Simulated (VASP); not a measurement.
CdS (Hawleyite):

```
CELL_PARAMETERS angstrom
0.00000 2.91764 2.91764
2.91764 0.00000 2.91764
2.91764 2.91764 0.00000
ATOMIC_POSITIONS crystal
Cd 0.00000 0.00000 0.00000
S 0.25000 0.25000 0.25000
```

Base run:

* Program: VASP 6.6.1
* Functional: r2SCAN
* Potentials or basis: VASP PAW PBE potentials, release 64 (Cd, S)
* Cutoff: 520 eV
* k mesh: 8 × 8 × 8
* Occupations: gaussian, width 0.03 eV
* Spin: no spin polarisation

Its results: band gap on the k mesh 1.59 eV, direct; pressure 1.7 GPa.

Q: After a change of settings the same cell gave: band gap on the k mesh 0.89 eV, direct; pressure -2.1 GPa. Which change was it?
A. functional from r2SCAN to PBE
B. functional from r2SCAN to LDA; potentials or basis from VASP PAW PBE potentials, release 64 (Cd, S) to VASP PAW LDA potentials, release 64 (Cd, S)
C. functional from r2SCAN to PBE; further incar settings from ALGO = Normal; EDIFF = 1e-06; NBANDS = 16 to ALGO = Normal; EDIFF = 1e-06; NBANDS = 33

A: B.

Caveats: the PAW data sets were made with another functional, which shifts forces and pressure a little (some runs).
